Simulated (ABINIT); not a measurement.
# PtSe2 (Sudovikovite) (P-3m1) in ABINIT: notebook

One crystal, PtSe2 (Sudovikovite), is run at these levels: BP86, WC, LDA, OLYP; tasks: band structure.

Everything below comes from runs of ABINIT 10.8.3 (patched build). Logs are shortened: lines on timing, memory, paths and dates and some standing lists are left out, and cuts for length are marked. The log counts tension as positive stress, the text compression.

## 1. The crystal as given

The structure is trigonal, space group P-3m1 (No. 164). The conventional cell has a = 3.724 Å, b = 3.724 Å, c = 5.062 Å, α = 90.00°, β = 90.00°, γ = 120.00°. Pt (site symmetry -3m) is surrounded by 6 Se at 2.49 Å. Se (site symmetry 3m) is surrounded by 3 Pt at 2.49 Å.

## 2. Band structure, BP86

run.abi reads:

```
# Datasets: ground state, then fixed potential
ndtset 2

# Pseudopotentials
pp_dirpath "./"
pseudos "Pt.GGA_PBE-JTH.xml, Se.GGA_PBE-JTH.xml"

# Structure
acell 3.724 3.724 5.062 Angstrom
rprim
     1.0000000000     0.0000000000     0.0000000000
    -0.5000000000     0.8660254038     0.0000000000
     0.0000000000     0.0000000000     1.0000000000
ntypat 2
znucl 78 34
natom 3
typat 1 2 2
xcart
     0.0000000000     0.0000000000     0.0000000000
     1.8620000002     1.0750262011     3.7965000000
    -0.0000000002     2.1500524026     1.2655000000 Angstrom

# Plane-wave basis
ecut 20.0
pawecutdg 40.0

# Exchange and correlation
ixc -106132

# Bands and occupations
occopt 3
tsmear 0.05 eV

# SCF cycle
nstep 100

# Output
iomode 3
prtwf 0
prteig 0
prtebands 0
prtden1 1

# Dataset 1
kptopt1 1
ngkpt1 8 8 5
nshiftk1 1
shiftk1 0.0 0.0 0.0
nband1 15
tolvrs1 1.0e-9

# Dataset 2: bands along G-M-K-G-A-L-H-A
iscf2 -2
getden2 1
nband2 19
nbdbuf2 2
tolwfr2 1.0e-12
kptopt2 -7
ndivsm2 6
prteig2 1
kptbounds2
     0.0000000000     0.0000000000     0.0000000000
     0.5000000000     0.0000000000     0.0000000000
     0.3333333333     0.3333333333     0.0000000000
     0.0000000000     0.0000000000     0.0000000000
     0.0000000000     0.0000000000     0.5000000000
     0.5000000000     0.0000000000     0.5000000000
     0.3333333333     0.3333333333     0.5000000000
     0.0000000000     0.0000000000     0.5000000000
```

Potentials or basis: JTH PAW PBE v2.0.

On the command line:

```
> abinit run.abi > log 2>&1
```

run.abo:

```text
.Version 10.8.3 of ABINIT
 DATASET    1 : space group P-3 m 1 (#164); Bravais hP (primitive hexag.)
================================================================================
 Values of the parameters that define the memory need for DATASET  1.
     intxc =       0    ionmov =       0      iscf =      17    lmnmax =      18
     lnmax =       6     mgfft =      40  mpssoang =       3    mqgrid =    3001
     natom =       3  nloc_mem =       2    nspden =       1   nspinor =       1
    nsppol =       1      nsym =      12    n1xccc =       1    ntypat =       2
    occopt =       3   xclevel =       2
       mpw =        1781          nfft =       36000          nkpt =          40
 PAW method is used; the additional fine FFT grid is defined by:
   mgfftf=        60    nfftf =    121500
================================================================================
================================================================================

 DATASET    2 : space group P-3 m 1 (#164); Bravais hP (primitive hexag.)
================================================================================
 Values of the parameters that define the memory need for DATASET  2.
     intxc =       0    ionmov =       0      iscf =      -2    lmnmax =      18
     lnmax =       6     mgfft =      40  mpssoang =       3    mqgrid =    3001
     natom =       3  nloc_mem =       2    nspden =       1   nspinor =       1
    nsppol =       1      nsym =      12    n1xccc =       1    ntypat =       2
    occopt =       3   xclevel =       2
       mpw =        1787          nfft =       36000          nkpt =          64
 PAW method is used; the additional fine FFT grid is defined by:
   mgfftf=        60    nfftf =    121500
================================================================================
================================================================================

--------------------------------------------------------------------------------
------------- Echo of variables that govern the present computation ------------
--------------------------------------------------------------------------------
 -outvars: echo values of preprocessed input variables --------
            acell      7.0373400929E+00  7.0373400929E+00  9.5657936493E+00 Bohr
              amu      1.95080000E+02  7.89600000E+01
             ecut      2.00000000E+01 Hartree
           getden1          0
           getden2          1
             iscf1         17
             iscf2         -2
                       outvar_i_n : Printing only first  50 k-points.
              ixc     -106132
           jdtset        1    2
                       outvar_i_n : Printing only first  50 k-points.
           kptopt1          1
           kptopt2         -7
         kptrlatt        8    0    0      0    8    0      0    0    5
          kptrlen1     4.78289682E+01
          kptrlen2     3.00000000E+01
            natom           3
            nband1         15
            nband2         19
           nbdbuf1          0
           nbdbuf2          2
           ndtset           2
           ndivsm1          0
           ndivsm2          6
            ngfft          30      30      40
          ngfftdg          45      45      60
             nkpt1         40
             nkpt2         64
            nstep         100
             nsym          12
           ntypat           2
           occopt           3
        pawecutdg      4.00000000E+01 Hartree
         pawxcdev           0
        prtebands           0
           prteig1          0
           prteig2          1
            prtwf           0
            rprim      1.0000000000E+00  0.0000000000E+00  0.0000000000E+00
                      -5.0000000000E-01  8.6602540380E-01  0.0000000000E+00
                       0.0000000000E+00  0.0000000000E+00  1.0000000000E+00
           shiftk1     0.00000000E+00  0.00000000E+00  0.00000000E+00
           shiftk2     5.00000000E-01  5.00000000E-01  5.00000000E-01
          spgroup         164
           tolvrs1     1.00000000E-09
           tolvrs2     0.00000000E+00
           tolwfr1     0.00000000E+00
           tolwfr2     1.00000000E-12
           tsmear      1.83746611E-03 Hartree
            typat      1  2  2
           useylm           1
                       outvars : Printing only first  50 k-points.
           xangst      0.0000000000E+00  0.0000000000E+00  0.0000000000E+00
                       1.8620000000E+00  1.0750262013E+00  3.7965000000E+00
[... 264 lines left out ...]
  8.75E-13  5.65E-05  3.84E-06
 -4.4205E-01 -3.3952E-01 -1.2793E-01 -1.0250E-01 -1.0250E-01 -1.2196E-02
 -1.2196E-02  4.0791E-02  9.7148E-02  9.7148E-02  1.5118E-01  1.8842E-01
  1.8842E-01  2.7182E-01  2.8956E-01  4.0761E-01  4.0761E-01  5.7831E-01
  5.9761E-01
 Non-SCF case, kpt    2 (  0.05000  0.00000  0.00000), residuals and eigenvalues=
  9.63E-13  5.68E-13  7.26E-13  6.11E-13  8.59E-13  4.45E-13  7.95E-13  6.17E-13
  9.23E-13  8.56E-13  9.87E-13  9.48E-13  7.45E-13  9.52E-13  9.14E-13  9.62E-13
[... 487 lines left out ...]
  6.14E-13  5.78E-13  5.59E-13  8.73E-13  4.34E-13  6.25E-13  7.21E-13  6.07E-13
  8.97E-13  1.65E-09  8.13E-06
 -4.1999E-01 -3.7946E-01 -1.0174E-01 -1.0005E-01 -6.3745E-02 -1.4746E-02
 -1.4298E-02  3.0875E-02  5.7188E-02  8.1945E-02  9.5513E-02  2.1119E-01
  2.1636E-01  3.2202E-01  3.6031E-01  3.9220E-01  3.9228E-01  4.6335E-01
  4.9963E-01
 Non-SCF case, kpt   64 (  0.00000  0.00000  0.50000), residuals and eigenvalues=
  4.94E-13  8.35E-13  5.57E-13  8.91E-13  9.69E-13  6.20E-13  7.09E-13  4.94E-13
  5.01E-13  5.44E-13  6.90E-13  6.42E-13  3.93E-13  9.87E-13  6.23E-13  7.60E-13
  4.18E-13  1.46E-08  6.26E-06
 -4.2090E-01 -3.7960E-01 -1.0062E-01 -1.0062E-01 -6.4201E-02 -1.3350E-02
 -1.3350E-02  2.7927E-02  7.2550E-02  8.1164E-02  8.1164E-02  2.1953E-01
  2.1953E-01  3.1589E-01  3.6754E-01  3.8736E-01  3.8736E-01  4.7613E-01
  4.9196E-01

--- !ResultsGS
iteration_state: {dtset: 2, }
comment   : Summary of ground state results
lattice_vectors:
- [  7.0373401,   0.0000000,   0.0000000, ]
- [ -3.5186700,   6.0945153,   0.0000000, ]
- [  0.0000000,   0.0000000,   9.5657936, ]
lattice_lengths: [   7.03734,    7.03734,    9.56579, ]
lattice_angles: [ 90.000,  90.000, 120.000, ] # degrees, (23, 13, 12)
lattice_volume:   4.1026902E+02
convergence: {deltae:  0.000E+00, res2:  0.000E+00, residm:  9.999E-13, diffor:  0.000E+00, }
etotal    :  -4.62974762E+01
entropy   :   0.00000000E+00
fermie    :   1.37376323E-01
cartesian_stress_tensor: null
pressure_GPa: null
xred      :
- [  0.0000E+00,   0.0000E+00,   0.0000E+00, Pt]
- [  6.6667E-01,   3.3333E-01,   7.5000E-01, Se]
- [  3.3333E-01,   6.6667E-01,   2.5000E-01, Se]
cartesian_forces: null
force_length_stats: {min: null, max: null, mean: null, }
...

 Integrated electronic density in atomic spheres:
 ------------------------------------------------
 Atom  Sphere_radius  Integrated_density
    1        2.51622          8.74277794
    2        2.21132          3.94669317
    3        2.21132          3.94669317

================================================================================

 ----iterations are completed or convergence reached----

 Mean square residual over all n,k,spin=   69.861E-14; max=  99.993E-14
 reduced coordinates (array xred) for    3 atoms
       0.000000000000      0.000000000000      0.000000000000
       0.666666666667      0.333333333333      0.750000000000
       0.333333333333      0.666666666667      0.250000000000

 cartesian coordinates (angstrom) at end:
    1      0.00000000000000     0.00000000000000     0.00000000000000
    2      1.86200000000000     1.07502620125040     3.79650000000000
    3      0.00000000000000     2.15005240250080     1.26550000000000
 length scales=  7.037340092881  7.037340092881  9.565793649345 bohr
              =  3.724000000000  3.724000000000  5.062000000000 angstroms
 Eigenvalues (hartree) for nkpt=  64  k points:
 kpt#   1, nband= 19, wtk=  1.00000, kpt=  0.0000  0.0000  0.0000 (reduced coord)
  -0.44205   -0.33952   -0.12793   -0.10250   -0.10250   -0.01220   -0.01220    0.04079
   0.09715    0.09715    0.15118    0.18842    0.18842    0.27182    0.28956    0.40761
   0.40761    0.57831    0.59761
 kpt#   2, nband= 19, wtk=  1.00000, kpt=  0.0500  0.0000  0.0000 (reduced coord)
  -0.44102   -0.34000   -0.12670   -0.10182   -0.10174   -0.01349   -0.01295    0.03880
   0.09274    0.09622    0.14834    0.18589    0.18861    0.28025    0.29595    0.40316
   0.41115    0.55728    0.56962
 kpt#   3, nband= 19, wtk=  1.00000, kpt=  0.1000  0.0000  0.0000 (reduced coord)
  -0.43796   -0.34138   -0.12306   -0.09983   -0.09948   -0.01774   -0.01501    0.03265
   0.08284    0.09318    0.13891    0.18320    0.18956    0.29890    0.31302    0.39382
   0.42107    0.51870    0.54345
 kpt#   4, nband= 19, wtk=  1.00000, kpt=  0.1500  0.0000  0.0000 (reduced coord)
  -0.43298   -0.34355   -0.11723   -0.09671   -0.09571   -0.02611   -0.01776    0.02329
   0.07305    0.08758    0.12379    0.18369    0.19196    0.31710    0.33303    0.39126
   0.43504    0.48568    0.51616
 kpt#   5, nband= 19, wtk=  1.00000, kpt=  0.2000  0.0000  0.0000 (reduced coord)
[... 225 lines left out ...]
   0.04991    0.08730    0.11804    0.16914    0.19592    0.33819    0.34708    0.41323
   0.42106    0.43847    0.50454
 kpt#  62, nband= 19, wtk=  1.00000, kpt=  0.0556  0.0556  0.5000 (reduced coord)
  -0.41728   -0.37903   -0.10458   -0.09842   -0.06260   -0.01860   -0.01742    0.03891
   0.03971    0.08411    0.11000    0.19184    0.20753    0.33467    0.34807    0.40166
   0.40591    0.44618    0.50428
 kpt#  63, nband= 19, wtk=  1.00000, kpt=  0.0278  0.0278  0.5000 (reduced coord)
  -0.41999   -0.37946   -0.10174   -0.10005   -0.06374   -0.01475   -0.01430    0.03087
   0.05719    0.08194    0.09551    0.21119    0.21636    0.32202    0.36031    0.39220
   0.39228    0.46335    0.49963
 kpt#  64, nband= 19, wtk=  1.00000, kpt=  0.0000  0.0000  0.5000 (reduced coord)
  -0.42090   -0.37960   -0.10062   -0.10062   -0.06420   -0.01335   -0.01335    0.02793
   0.07255    0.08116    0.08116    0.21953    0.21953    0.31589    0.36754    0.38736
   0.38736    0.47613    0.49196

== END DATASET(S) ==============================================================
================================================================================

 -outvars: echo values of variables after computation  --------
            acell      7.0373400929E+00  7.0373400929E+00  9.5657936493E+00 Bohr
           etotal1    -4.6297476229E+01
            fcart1     2.0406537604E-28 -1.1781719978E-28 -0.0000000000E+00
                       2.0406537604E-28  2.3563439957E-28 -1.4874461936E-02
                      -4.0813075207E-28 -1.1781719978E-28  1.4874461936E-02
            rprim      1.0000000000E+00  0.0000000000E+00  0.0000000000E+00
                      -5.0000000000E-01  8.6602540380E-01  0.0000000000E+00
                       0.0000000000E+00  0.0000000000E+00  1.0000000000E+00
           strten1    -3.2410247456E-04 -3.2410247499E-04 -2.4764596243E-04
                       0.0000000000E+00  0.0000000000E+00  0.0000000000E+00
           xangst      0.0000000000E+00  0.0000000000E+00  0.0000000000E+00
                       1.8620000000E+00  1.0750262013E+00  3.7965000000E+00
                       9.4261207053E-18  2.1500524025E+00  1.2655000000E+00
             xred      0.0000000000E+00  0.0000000000E+00  0.0000000000E+00
                       6.6666666667E-01  3.3333333333E-01  7.5000000000E-01
                       3.3333333333E-01  6.6666666667E-01  2.5000000000E-01
 Calculation completed.
```

Wall time 1.8 min (1 thread of Arm Neoverse V2, shared host); peak memory 0.14 GiB.

Results:

| Property | Result |
| --- | --- |
| Free energy | -1259.8185 eV |
| Pressure | 8.8 GPa |
| Largest force | 0.765 eV/Å |
| Band gap on the k mesh | none (metal or under the smearing width) |

Forces on the atoms (eV/Å):
```
Pt   0.000  0.000  0.000
Se   0.000  0.000 -0.765
Se   0.000  0.000  0.765
```

Stress tensor (GPa, compression positive):
```
9.54 0.00 0.00
0.00 9.54 0.00
0.00 0.00 7.29
```

Levels at the corners of the path, in eV from the Fermi level:
| point | band 8 | band 9 | band 10 | band 11 | band 12 | band 13 | band 14 | band 15 |
| --- | --- | --- | --- | --- | --- | --- | --- | --- |
| Γ | -2.63 | -1.09 | -1.09 | 0.38 | 1.39 | 1.39 | 3.66 | 4.14 |
| M | -3.57 | -3.56 | -3.47 | -3.03 | 0.61 | 2.28 | 4.75 | 5.89 |
| K | -3.83 | -2.71 | -1.88 | -1.88 | -0.03 | -0.03 | 4.03 | 7.67 |
| Γ | -2.63 | -1.09 | -1.09 | 0.38 | 1.39 | 1.39 | 3.66 | 4.14 |
| A | -2.98 | -1.76 | -1.53 | -1.53 | 2.24 | 2.24 | 4.86 | 6.26 |
| L | -3.57 | -3.28 | -2.87 | -1.41 | 0.93 | 1.45 | 4.53 | 4.84 |
| H | -4.21 | -3.72 | -2.56 | -2.56 | 1.95 | 1.95 | 6.50 | 7.34 |
| A | -2.98 | -1.76 | -1.53 | -1.53 | 2.24 | 2.24 | 4.86 | 6.26 |

Caveat: the PAW data sets were made with another functional, which shifts forces and pressure a little; spin-orbit coupling is left out, which moves the levels of the heavy elements; the atomic spheres overlap.

## 3. Band structure, WC

run.abi, as its differences from that of step 2:

```diff
@@ -8,7 +8,7 @@
 # Structure
-acell 3.724 3.724 5.062 Angstrom
+acell 3*1.0
 rprim
-     1.0000000000     0.0000000000     0.0000000000
-    -0.5000000000     0.8660254038     0.0000000000
-     0.0000000000     0.0000000000     1.0000000000
+     7.0373400881     0.0000000000     0.0000000000
+    -3.5186700441     6.0945152914     0.0000000000
+     0.0000000000     0.0000000000     9.5657936429
 ntypat 2
@@ -17,6 +17,6 @@
 typat 1 2 2
-xcart
+xred
      0.0000000000     0.0000000000     0.0000000000
-     1.8620000002     1.0750262011     3.7965000000
-    -0.0000000002     2.1500524026     1.2655000000 Angstrom
+     0.6666666667     0.3333333333     0.7500000000
+     0.3333333333     0.6666666667     0.2500000000
 
@@ -27,3 +27,3 @@
 # Exchange and correlation
-ixc -106132
+ixc 23
 
@@ -42,2 +42,5 @@
 prtden1 1
+prtvha1 1
+prtvclmb1 1
+prtpot1 1
 
@@ -60,2 +63,3 @@
 prteig2 1
+prtvol2 -3
 kptbounds2
```

Potentials or basis: JTH PAW PBE v2.0.

On the command line:

```
> abinit run.abi > log 2>&1
```

Wall time 97 s (1 thread of Arm Neoverse V2, shared host); peak memory 0.16 GiB.

Results (log left out):

```
Free energy            : -1259.9369 eV
Pressure               : 3.4 GPa
Largest force          : 0.537 eV/Å
Band gap on the k mesh : none (metal or under the smearing width)
```

Forces in eV/Å, atoms in the order of the input:
```
Pt   0.000  0.000  0.000
Se   0.000  0.000 -0.537
Se   0.000  0.000  0.537
```

Stress tensor (GPa, compression positive):
```
4.05 0.00 0.00
0.00 4.05 0.00
0.00 0.00 2.18
```

Levels at the corners of the path, in eV from the Fermi level:
```tsv
point	band 7	band 8	band 9	band 10	band 11	band 12	band 13	band 14	band 15	band 16
Γ	-4.05	-2.60	-1.07	-1.07	0.40	1.42	1.42	3.49	4.03	7.28
M	-3.76	-3.58	-3.53	-3.44	-3.02	0.60	2.32	4.70	5.76	6.99
K	-4.79	-3.81	-2.72	-1.87	-1.87	-0.05	-0.05	3.98	7.55	8.77
Γ	-4.05	-2.60	-1.07	-1.07	0.40	1.42	1.42	3.49	4.03	7.28
A	-4.08	-3.00	-1.75	-1.51	-1.51	2.27	2.27	4.72	6.21	6.74
L	-3.56	-3.54	-3.25	-2.88	-1.40	0.94	1.46	4.49	4.67	7.15
H	-4.55	-4.25	-3.69	-2.54	-2.54	1.97	1.97	6.52	7.24	7.24
A	-4.08	-3.00	-1.75	-1.51	-1.51	2.27	2.27	4.72	6.21	6.74
```

Caveat: the PAW data sets were made with another functional, which shifts forces and pressure a little; spin-orbit coupling is left out, which moves the levels of the heavy elements; the atomic spheres overlap.

## 4. Band structure, LDA

run.abi reads:

```
# Datasets: ground state, then fixed potential
ndtset 2

# Pseudopotentials
pp_dirpath "./"
pseudos "Pt.LDA_PW-JTH.xml, Se.LDA_PW-JTH.xml"

# Structure
acell 3*1.0 Angstrom
rprim
     3.7240000000     0.0000000000     0.0000000000
    -1.8620000000     3.2250786037     0.0000000000
     0.0000000000     0.0000000000     5.0620000000
ntypat 2
znucl 78 34
natom 3
typat 1 2 2
xcart
     0.0000000000     0.0000000000     0.0000000000
     1.8620000002     1.0750262011     3.7965000000
    -0.0000000002     2.1500524026     1.2655000000 Angstrom

# Plane-wave basis
ecut 20.0
pawecutdg 40.0

# Exchange and correlation
ixc 7

# Bands and occupations
occopt 3
tsmear 0.00183747

# SCF cycle
nstep 100

# Output
iomode 3
prtwf 0
prteig 0
prtebands 0
enunit 1
prtden1 1

# Dataset 1
kptopt1 1
ngkpt1 8 8 5
nshiftk1 1
shiftk1 0.0 0.0 0.0
nband1 15
tolvrs1 1.0e-9

# Dataset 2: bands along G-M-K-G-A-L-H-A
iscf2 -2
getden2 1
nband2 19
nbdbuf2 2
tolwfr2 1.0e-12
kptopt2 -7
ndivsm2 5
prteig2 1
kptbounds2
     0.0000000000     0.0000000000     0.0000000000
     0.5000000000     0.0000000000     0.0000000000
     0.3333333333     0.3333333333     0.0000000000
     0.0000000000     0.0000000000     0.0000000000
     0.0000000000     0.0000000000     0.5000000000
     0.5000000000     0.0000000000     0.5000000000
     0.3333333333     0.3333333333     0.5000000000
     0.0000000000     0.0000000000     0.5000000000
```

Potentials or basis: JTH PAW LDA v2.0.

On the command line:

```
> abinit run.abi > log 2>&1
```

Wall time 85 s (1 thread of Arm Neoverse V2, shared host); peak memory 0.13 GiB.

It converged, with:

```yaml
Free_energy: -1267.5211 eV
Pressure: -0.1 GPa
Largest_force: 0.265 eV/Å
Band_gap_on_the_k_mesh: none (metal or under the smearing width)
```

Forces in eV/Å, atoms in the order of the input:
```
Pt   0.000  0.000  0.000
Se   0.000  0.000 -0.265
Se   0.000  0.000  0.265
```

Stress tensor (GPa, compression positive):
```
 0.25  0.00  0.00
 0.00  0.25  0.00
 0.00  0.00 -0.92
```

Levels at the corners of the path, in eV from the Fermi level:
```tsv
point	band 7	band 8	band 9	band 10	band 11	band 12	band 13	band 14	band 15	band 16
Γ	-4.02	-2.58	-1.06	-1.06	0.41	1.42	1.42	3.52	3.97	7.30
M	-3.74	-3.56	-3.49	-3.42	-3.01	0.60	2.32	4.70	5.77	7.01
K	-4.77	-3.77	-2.70	-1.84	-1.84	-0.05	-0.05	3.98	7.55	8.79
Γ	-4.02	-2.58	-1.06	-1.06	0.41	1.42	1.42	3.52	3.97	7.30
A	-4.05	-3.00	-1.74	-1.50	-1.50	2.27	2.27	4.74	6.18	6.76
L	-3.54	-3.51	-3.23	-2.86	-1.38	0.95	1.44	4.48	4.67	7.17
H	-4.55	-4.23	-3.66	-2.51	-2.51	1.97	1.97	6.48	7.25	7.25
A	-4.05	-3.00	-1.74	-1.50	-1.50	2.27	2.27	4.74	6.18	6.76
```

Caveat: spin-orbit coupling is left out, which moves the levels of the heavy elements; the atomic spheres overlap.

[end of part 1 of 2]
